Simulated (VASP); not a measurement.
A run of VASP 6.6.1:

INCAR

```
  PREC = Accurate
  ENCUT = 600
  EDIFF = 1E-6
  ISMEAR = -1
  SIGMA = 0.05
  LREAL = F
  LASPH = T
  NELM = 80
  ALGO = Fast
  ISIF = 3
  LWAVE = F
  LCHARG = F
  GGA = PS
  IBRION = 2
  NSW = 40
  EDIFFG = -0.01
```

KPOINTS

```
Automatic mesh
0
Gamma
  8 8 8
```

Contents of POSCAR:

```
Sn
1.0
   -2.9401404553      2.9401404553      1.5993019889
    2.9401404553     -2.9401404553      1.5993019889
    2.9401404553      2.9401404553     -1.5993019889
Sn
2
Direct
    0.0000000000      0.0000000000      0.0000000000
    0.7500000000      0.2500000000      0.5000000000
```

Potentials or basis: VASP PAW PBE potentials, release 64 (Sn_d).

Command:

```console
$ cat potpaw_PBE.64/Sn_d/POTCAR > POTCAR
$ mpirun -np 1 vasp_std > vasp.out
```

Hardware: 1 thread of Intel(R) Xeon(R) Platinum 8488C (Sapphire Rapids) (shared host).

**Question.** How long does it take, and how much memory?

**Answer.** Wall time 6.6 min on 1 thread of Intel(R) Xeon(R) Platinum 8488C (Sapphire Rapids), on a shared host, peak memory 0.24 GiB. Counts: scf iterations 78, k points 59, ion steps 12.
